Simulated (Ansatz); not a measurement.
# ZnO: the cost of one run

Method: DFT PBE, scalar-relativistic, plane waves, PAW, in Ansatz 0.2.0.

## 1. The structure to begin with

Symmetry: P6_3/mmc, No. 194, hexagonal system. Conventional cell: a = 3.047 Å, b = 3.047 Å, c = 30.385 Å, α = 90.00°, β = 90.00°, γ = 120.00°. Around Zn (site symmetry 3m) lie 6 O at 2.16 Å. Around Zn (site symmetry -6m2) lie 6 O at 2.20 Å. Zn (site symmetry -3m) has 6 O at 2.16 Å in its first shell of neighbours. Around O (site symmetry 3m) lie 6 Zn at 2.16 Å. Around O (site symmetry 3m) lie 6 Zn at 2.16 to 2.20 Å.

As a file:

```
Zn O
1.0
     3.04661    0.00000    0.00000
    -1.52331    2.63844    0.00000
     0.00000    0.00000   30.38534
Zn O
12 12
Direct
  0.66667 0.33333 0.33476
  0.33333 0.66667 0.66524
  0.33333 0.66667 0.83476
  0.66667 0.33333 0.16524
  0.66667 0.33333 0.91739
  0.33333 0.66667 0.08261
  0.33333 0.66667 0.41739
  0.66667 0.33333 0.58261
  0.00000 0.00000 0.75000
  0.00000 0.00000 0.25000
  0.00000 0.00000 0.50000
  0.00000 0.00000 0.00000
  0.66667 0.33333 0.45870
  0.33333 0.66667 0.54130
  0.33333 0.66667 0.95870
  0.66667 0.33333 0.04130
  0.66667 0.33333 0.70627
  0.33333 0.66667 0.29373
  0.33333 0.66667 0.20627
  0.66667 0.33333 0.79373
  0.00000 0.00000 0.62390
  0.00000 0.00000 0.37610
  0.00000 0.00000 0.12390
  0.00000 0.00000 0.87610
```

It goes back to an entry of the Materials Project, which need not be the stable form.

It is the result of an earlier relaxation at this level (volume 10.18 Å³/atom; gap on the mesh: 0.56 eV).

## 2. Reference: the perfect supercell

Input file input.yaml:

```yaml
crystal:
  lattice:
    - [3.0466126397, 0.0, 0.0]
    - [-1.5233063199, 2.6384439415, 0.0]
    - [0.0, 0.0, 30.3853380117]
  atoms:
    - { symbol: Zn, position: [0.6666666667, 0.3333333333, 0.3347623791] }
    - { symbol: Zn, position: [0.3333333333, 0.6666666667, 0.6652376209] }
    - { symbol: Zn, position: [0.3333333333, 0.6666666667, 0.8347623791] }
    - { symbol: Zn, position: [0.6666666667, 0.3333333333, 0.1652376209] }
    - { symbol: Zn, position: [0.6666666667, 0.3333333333, 0.9173884444] }
    - { symbol: Zn, position: [0.3333333333, 0.6666666667, 0.0826115556] }
    - { symbol: Zn, position: [0.3333333333, 0.6666666667, 0.4173884444] }
    - { symbol: Zn, position: [0.6666666667, 0.3333333333, 0.5826115556] }
    - { symbol: Zn, position: [0.0, 0.0, 0.75] }
    - { symbol: Zn, position: [0.0, 0.0, 0.25] }
    - { symbol: Zn, position: [0.0, 0.0, 0.5] }
    - { symbol: Zn, position: [0.0, 0.0, 0.0] }
    - { symbol: O, position: [0.6666666667, 0.3333333333, 0.4586977563] }
    - { symbol: O, position: [0.3333333333, 0.6666666667, 0.5413022437] }
    - { symbol: O, position: [0.3333333333, 0.6666666667, 0.9586977563] }
    - { symbol: O, position: [0.6666666667, 0.3333333333, 0.0413022437] }
    - { symbol: O, position: [0.6666666667, 0.3333333333, 0.7062670046] }
    - { symbol: O, position: [0.3333333333, 0.6666666667, 0.2937329954] }
    - { symbol: O, position: [0.3333333333, 0.6666666667, 0.2062670046] }
    - { symbol: O, position: [0.6666666667, 0.3333333333, 0.7937329954] }
    - { symbol: O, position: [0.0, 0.0, 0.623900058] }
    - { symbol: O, position: [0.0, 0.0, 0.376099942] }
    - { symbol: O, position: [0.0, 0.0, 0.123900058] }
    - { symbol: O, position: [0.0, 0.0, 0.876099942] }
  symmetry: { detect: false }
basis:
  ecutwfc: 420
kpoints:
  mp_grid: { grid: [6, 6, 1], shift: [0.5, 0.5, 0.0] }
hamiltonian:
  xc: pbe
scf:
  occupations: { method: gaussian, width: 0.02 }
output:
  forces: true
  stress: true
  eigenvalues: true
```

Run with:

```console
> ansatz run input.yaml --threads 4 --pin off --max-ram 9216MiB --backend cpu --events-out ev --progress --plain --runs-dir out
```

**Question.** How long does this run take on 4 threads of AMD EPYC (Zen 3), shared host, and how much memory does it need?

About 56 s, with a peak of 1.2 GiB.
